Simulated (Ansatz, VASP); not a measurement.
## RbBr in VASP and in Ansatz

POSCAR

```
RbBr
1.0
    0.0000000000      3.4608260907      3.4608260907
    3.4127206081      0.0000000000      3.4608260907
    3.4127206081      3.4608260907      0.0000000000
Rb Br
1 1
Direct
    0.0000000000      0.0000000000      0.0000000000
    0.5000000000      0.5000000000      0.5000000000
```

Contents of INCAR.step1:

```
ALGO = Normal
EDIFF = 1E-4
ENCUT = 520
GGA = PE
ISMEAR = 0
LASPH = True
LCHARG = False
LREAL = False
LWAVE = True
NBANDS = 15
NELM = 80
PREC = Accurate
SIGMA = 0.01
```

INCAR.step2

```
ALGO = Normal
EDIFF = 1E-6
ENCUT = 520
ISIF = 2
ISMEAR = 0
ISTART = 1
LASPH = True
LCHARG = True
LELF = True
LMIXTAU = True
LREAL = False
LVHAR = True
LWAVE = False
METAGGA = R2SCAN
NBANDS = 15
NELM = 80
PREC = Accurate
SIGMA = 0.01
```

Contents of KPOINTS:

```
k-points
0
Gamma
  6 6 6
```

Input for Ansatz:

```yaml
crystal:
  lattice:
    - [0.0, 3.4608260907, 3.4608260907]
    - [3.4127206081, 0.0, 3.4608260907]
    - [3.4127206081, 3.4608260907, 0.0]
  atoms:
    - { symbol: Rb, position: [0.0, 0.0, 0.0] }
    - { symbol: Br, position: [0.5, 0.5, 0.5] }
kpoints:
  mp_grid: { grid: [6, 6, 6] }
  band_path:
    path:
      - [0.0, 0.0, 0.0]
      - [0.5, 0.0, 0.5]
      - [0.625, 0.25, 0.625]
      - [0.375, 0.375, 0.75]
      - [0.5, 0.5, 0.5]
      - [0.5, 0.25, 0.75]
    npoints: 1
hamiltonian:
  xc: r2scan
scf:
  occupations: { method: fixed }
  n_extra_bands: 4
output:
  forces: true
  stress: true
  eigenvalues: true
  write_density: true
  write_potential: true
  elf: true
  volumetric_format: npy
```

Change from the starting cell: uniaxial_x strain -1.4%.

Alike in both runs: task single point; functional r2SCAN; k mesh 6 × 6 × 6; no spin polarisation.

|  | VASP | Ansatz |
| --- | --- | --- |
| version | VASP 6.6.1 | Ansatz 0.2.0 |
| potentials or method | VASP PAW PBE potentials, release 64 (Rb_sv, Br) | plane waves, PAW |
| plane-wave cutoff (eV) | 520 | 500 |
| occupations | gaussian, width 0.01 eV | fixed |
| valence electrons in the cell | 16 | 16 |

VASP gave:

| Quantity | Value |
| --- | --- |
| gap on the k mesh at the Fermi level (eV) | 4.92 |
| pressure (GPa) | 0.3 |
| largest component of the traceless stress (GPa) | 0.32 |

Problem. Estimate Ansatz's values.

Solution. gap on the k mesh at the Fermi level (eV): 4.92; pressure (GPa): 0.2; largest component of the traceless stress (GPa): 0.32.

Caveats: the PAW data sets were made with another functional, which shifts forces and pressure a little (VASP).
